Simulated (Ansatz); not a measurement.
# TaC: the cost of one run

Computed with Ansatz 0.2.0 (DFT PBE, scalar-relativistic, unless a step's input says otherwise).

**1. The structure to begin with**

It takes space group Fm-3m (No. 225, cubic). Conventional cell: a = 4.454 Å, b = 4.454 Å, c = 4.454 Å, α = 90.00°, β = 90.00°, γ = 90.00°. Around Ta (site symmetry m-3m) lie 6 C at 2.23 Å. C (site symmetry m-3m) is surrounded by 6 Ta at 2.23 Å.

Structure file:

```
Ta C
1.0
     0.00000    2.22700    2.22700
     2.22700    0.00000    2.22700
     2.22700    2.22700    0.00000
Ta C
1 1
Direct
  0.00000 0.00000 0.00000
  0.50000 0.50000 0.50000
```

The structure is an experimental refinement, used without relaxation.

Atoms are numbered in the order of the input: Ta1, C2.

**2. Volume × 0.94, LAPW**

Input file input.yaml:

```yaml
crystal:
  lattice:
    - [0.0, 2.1815382641, 2.1815382641]
    - [2.1815382641, 0.0, 2.1815382641]
    - [2.1815382641, 2.1815382641, 0.0]
  atoms:
    - { symbol: Ta, position: [0.0, 0.0, 0.0] }
    - { symbol: C, position: [0.5, 0.5, 0.5] }
kpoints:
  mp_grid: { grid: [13, 13, 13] }
  band_path:
    path:
      - [0.0, 0.0, 0.0]
      - [0.5, 0.0, 0.5]
      - [0.625, 0.25, 0.625]
      - [0.375, 0.375, 0.75]
      - [0.0, 0.0, 0.0]
      - [0.5, 0.5, 0.5]
      - [0.5, 0.25, 0.75]
      - [0.5, 0.0, 0.5]
    npoints: 5
scf:
  occupations: { method: fermi_dirac, width: 0.08 }
hamiltonian:
  xc: pbe
  pseudopotentials: { kind: all_electron, lapw: { basis_error: 0.00025 } }
output:
  forces: true
  stress: true
  eigenvalues: true
```

Run with:

```sh
ansatz run input.yaml --threads 1 --pin off --max-ram 3072MiB --backend cpu --events-out ev --progress --plain --runs-dir out
```

What time and memory should one allow on 1 thread of Arm Neoverse V2, shared host?

About 33 s, with a peak of 0.49 GiB.
